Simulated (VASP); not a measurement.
InSb:

```
In Sb
1.0
     0.00000    3.23910    3.23910
     3.23910    0.00000    3.23910
     3.23910    3.23910    0.00000
In Sb
1 1
Direct
  0.00000 0.00000 0.00000
  0.25000 0.25000 0.25000
```

Base run:

- Program: VASP 6.6.1
- Functional: PBE
- Potentials or basis: VASP PAW PBE potentials, release 64 (In_d, Sb)
- Cutoff: 600 eV
- k mesh: 6 × 6 × 6
- Occupations: gaussian, width 0.02 eV
- Spin: no spin polarisation

Its results: band gap on the k mesh none (metal or under the smearing width); pressure 3.2 GPa.

Problem. The run is repeated on the same cell with these changes: cutoff from 600 eV to 520 eV; k mesh from 6 × 6 × 6 to 4 × 4 × 4. What comes out?

Solution. Band gap on the k mesh none (metal or under the smearing width); pressure 3.7 GPa.

Caveats: some runs use coarse meshes; this crystal is a semiconductor, whose small gap the functional closes, so the metal is an error of the method.
